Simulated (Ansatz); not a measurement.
# All-electron card of TlCl

```
CELL_PARAMETERS angstrom
3.83400 0.00000 0.00000
0.00000 3.83400 0.00000
0.00000 0.00000 3.83400
ATOMIC_POSITIONS crystal
Tl 0.00000 0.00000 0.00000
Cl 0.50000 0.50000 0.50000
```

Atoms are numbered in the order listed.

The conventional cell has a = 3.834 Å, b = 3.834 Å, c = 3.834 Å, α = 90.00°, β = 90.00°, γ = 90.00°. Tl (atom 1) has 8 Cl at 3.32 Å as nearest neighbours. Cl (atom 2) has 8 Tl at 3.32 Å as nearest neighbours.

The cell is COD entry 9008794, as deposited and not checked against the literature; nothing was relaxed. It is an old determination, and later ones may differ.

No spin–orbit coupling, which matters for the heavy atoms here.

Theory: DFT, PBE, all-electron LAPW, scalar-relativistic in Ansatz 0.2.0.

Numerical set-up: a Γ-centred 8×8×8 k mesh, Fermi–Dirac smearing of 0.02 eV, basis error target 0.5 meV/atom, no spin polarisation.

| Property | Result |
| --- | --- |
| Löwdin charges (with 0.03 e of the cell spilling out of the atomic basis, so their sizes and signs hang on that basis) | Tl1 0.31, Cl2 -0.28 e |
| Volume per atom | 190.2 bohr³ |

(1) Pressure at this cell: what does the calculation give?

(2) Predict this quantity. Band gap.

Answers

(1) 1.29 GPa.

(2) 2.08 eV, direct at X (0, 0.5, 0).
